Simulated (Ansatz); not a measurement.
Crystal: PtS2.

```
CELL_PARAMETERS angstrom
3.54320 0.00000 0.00000
-1.77160 3.06850 0.00000
0.00000 0.00000 5.03880
ATOMIC_POSITIONS crystal
Pt 0.00000 0.00000 0.00000
S 0.66667 0.33333 0.77300
S 0.33333 0.66667 0.22700
```

Base run:

```yaml
Program: Ansatz 0.2.0
Functional: B3LYP
Potentials_or_basis: Ansatz PAW
Cutoff: 420 eV
Density_cutoff: 1680 eV
k_mesh: 5 × 5 × 3
Occupations: fermi-dirac, width 0.05 eV
Spin: no spin polarisation
```

Its results: band gap on the k mesh 2.36 eV, indirect (least direct gap 2.58 eV); largest force 1.465 eV/Å.

Task: After a change of settings the same cell gave: band gap on the k mesh 7.54 eV, indirect (least direct gap 8.28 eV); largest force 1.183 eV/Å. Which change was it?
A. functional from B3LYP to HSEsol
B. functional from B3LYP to PBEsol; k mesh from 5 × 5 × 3 to 9 × 9 × 5
C. functional from B3LYP to r2SCAN0; cutoff from 420 eV to 500 eV; density cutoff from 1680 eV to 2000 eV
D. functional from B3LYP to HF

Result: D.

Caveats: the potentials were made for another functional, which shifts forces and pressure; the k mesh misses the band edges, so the gap on the mesh is wider than the one along the path; spin-orbit coupling is left out, which moves the levels of the heavy elements; the PAW data sets come from PBE, with cores solved anew for the run's functional, which leaves a small shift of forces and pressure.

Not every run made on this cell is shown here.
